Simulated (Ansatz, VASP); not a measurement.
## Pb in VASP and in Ansatz

```
Pb
1.0
    -2.09496    2.09496    2.09496
     2.09496   -2.09496    2.09496
     2.09496    2.09496   -2.09496
Pb
1
Direct
  0.00000 0.00000 0.00000
```

Alike in both runs: task single point; functional revPBE; k mesh 12 × 12 × 12; occupations fermi-dirac, width 0.1 eV; no spin polarisation.

|  | VASP | Ansatz |
| --- | --- | --- |
| version | VASP 6.6.1 | Ansatz 0.2.0 |
| potentials or method | VASP PAW PBE potentials, release 64 (Pb_d) | plane waves (420 eV) with PAW, scalar-relativistic |
| plane-wave cutoff (eV) | 520 | 420 |
| valence electrons in the cell | 14 | 14 |

Ansatz gave:

- pressure (GPa): -2.9

Task: Which values does VASP return?

Result: Pressure (GPa): -3.0.

With one functional, cell and mesh, what is left measures potentials, basis and numerics.

Caveats: the PAW data sets were made with another functional, which shifts forces and pressure a little (VASP). The runs have no spin-orbit coupling, so splittings on Pb are missing.
